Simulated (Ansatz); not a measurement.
Two Ansatz runs on CaS

The cell comes from COD entry 1011236, which wasn't checked; take it as a given geometry. It is an old determination, and later ones may differ. The listed cell was then made from it by scaling, straining or moving an atom.

First run: DFT, LDA, all-electron LAPW, scalar-relativistic (Ansatz 0.2.0).

Command: `ansatz run input.yaml --threads 1 --pin off --max-ram 2048MiB --backend cpu --events-out ev --progress --plain --runs-dir out` The run took about 12 s on 1 thread of a shared machine.

```yaml
crystal:
  lattice:
    - [0.0, 2.8804121851, 2.8804121851]
    - [2.8804121851, 0.0, 2.8804121851]
    - [2.8804121851, 2.8804121851, 0.0]
  atoms:
    - { symbol: Ca, position: [0.0, 0.0, 0.0] }
    - { symbol: S, position: [0.5, 0.5, 0.5] }
kpoints:
  mp_grid: { grid: [8, 8, 8] }
scf:
  occupations: { method: fermi_dirac, width: 0.02 }
hamiltonian:
  xc: lda
  pseudopotentials: { kind: all_electron, lapw: { basis_error: 0.001 } }
output:
  forces: true
  stress: true
relax:
  f_tol: 0.005
  max_steps: 80
  cell: {}
```

Result: converged; relaxed volume 21.544 Å³/atom; 23 SCF iterations in all.

The input is then changed:

```diff
@@ -11,7 +11,9 @@
 scf:
   occupations: { method: fermi_dirac, width: 0.02 }
+  n_extra_bands: 32
 hamiltonian:
   xc: lda
   pseudopotentials: { kind: all_electron, lapw: { basis_error: 0.001 } }
+  dispersion: d3bjatm
 output:
   forces: true
@@ -21,3 +23,4 @@
   max_steps: 80
   cell: {}
+accuracy: medium
```

Question: Predict the outcome of the changed run.

Answer: It converged; relaxed volume 20.761 Å³/atom; 21 SCF iterations in all.

The results part of its log:

```
basis re-selected at this cell: Δ(F+E_penalty+E_count) = -5.611e-8 eV, ΔP = +0.000 GPa vs the last step (what re-selecting the basis moved, after the strain that the cell walked since its last selection, with what the two solves' SCF thresholds leave and, on support functions, any second-order correction that the steps lacked; it is no measure of the basis error at this ecutwfc). This SCF's stress stands 2.52e-3 GPa from its target on what of the cell is left free (relax.cell.stress_tol is 5.00e-2 GPa) and its largest allowed force component is 7.15e-31 eV/Å (relax.f_tol is 5.00e-3 eV/Å): within both
SCF converged after 2 iterations
Free energy (F): -29305.791768 eV
Harris-Foulkes:  -29305.791768 eV  (|F-HF|=5.42e-10)
Internal energy: -29305.791768 eV  (E = F + TS)
E sigma→0 (E₀):  -29305.791768 eV
Fermi energy:    8.546358 eV
--- Per-component energies (eV) ---
  E_band       = -1339.861641
  E_kinetic    = 29477.428928
  E_xc         = -1606.746167
  E_electrostatic = -57175.767893  (all electrons and nuclei)
  E_disp       = -0.706636  (pairwise vdW)
  E_smearing   = -0.000000  (= −TS)
  E_closure    = 0.000000  (closes the sum)
  E_atoms      = -29293.657481  (free atoms, spherical and without spin; not in F)
  Σ components = -29305.791768   (vs F -29305.791768, Δ=0.00e0)
  Basis errors (estimates in eV, not in F): energy 4.3e-4 per atom: plane waves 3.9e-4 (2.3e-4 summed), levels above the bands 0.0e0, relativity 2.4e-9, radial functions 2.9e-5, core shells 2.7e-6; eigenvalues (radial functions only) 9.3e-5; not estimated: angular momenta, meshes, grids; target (lapw.basis_error) 1.0e-3; muffin-tin radii S 1.273 Å, Ca 1.393 Å
--- Forces (eV/Å), atoms counted from 1 ---
  atom   1  Ca    -0.00000000     0.00000000     0.00000000
  atom   2  S      0.00000000     0.00000000     0.00000000
  max |Σ_I F_I| component: 8.05e-31 eV/Å
--- Stress (GPa, compression-positive) ---
       -0.002524       0.000000      -0.000000
        0.000000      -0.002524      -0.000000
       -0.000000      -0.000000      -0.002524
  P = ⅓ Tr σ = -0.0025 GPa (-0.025 kbar)
--- Relaxed structure (4 steps of the walk, 4 accepted, 1 SCFs on fresh bases) ---
  F+E_penalty+E_count = -29305.79176806 eV   max|allowed force component| = 7.149e-31 eV/Å   (the final SCF, on the basis selected at the relaxed cell)
  cell:  # Å, volume = 41.5225 Å³
    - [2.294189785492693e-34, 2.748428475283681, 2.748428475283681]
    - [2.748428475283681, 2.6750703172701844e-34, 2.748428475283681]
    - [2.748428475283681, 2.748428475283681, -1.0316855995923895e-33]
  atoms:
    - { symbol: Ca, position: [-1.1143833015474532e-35, -1.3929791269202392e-36, 4.318235293492152e-35] }
    - { symbol: S, position: [0.5, 0.5, 0.5] }
```
